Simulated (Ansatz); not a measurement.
Consider MgO in the rock salt structure (space group Fm-3m, No. 225).

```
MgO
1.0
    0.00000     2.10379     2.10379
    2.10379     0.00000     2.10379
    2.10379     2.10379     0.00000
O Mg
1 1
Direct
  0.00000   0.00000   0.00000
  0.50000   0.50000   0.50000
```

Computed with Ansatz (a program for electronic structure) r2SCAN, scalar-relativistic without spin-orbit coupling, earlier PAW set.

Modification: every Mg is replaced by Mn; the structure is relaxed again.

Measured lattice parameter a: MgO 4.189 Å (static lattice; corrected from measurement; as listed in Daniel Mejia-Rodriguez, S. B. Trickey, Phys. Rev. B (2018)); MnO 4.4315 Å (0 K or low temperature; as listed in Wooil Yang et al., Journal of Physics Condensed Matter (2022)).

### Question
How well does r2SCAN reproduce the measured shift?

### Answer
With r2SCAN the lattice parameter a moves by +0.244 Å (4.208 → 4.451) against +0.242 Å measured. The two measured values stand on different bases (one corrected, one not), which blurs small differences.

Whether these cells are dynamically stable was not tested. No Hubbard U is applied and the magnetic state is the run's own (MnO ferromagnetic); other magnetic orders, which need larger cells, were not tried and can change the gap. In its common phase, real MnO is an antiferromagnetic insulator at low temperature.
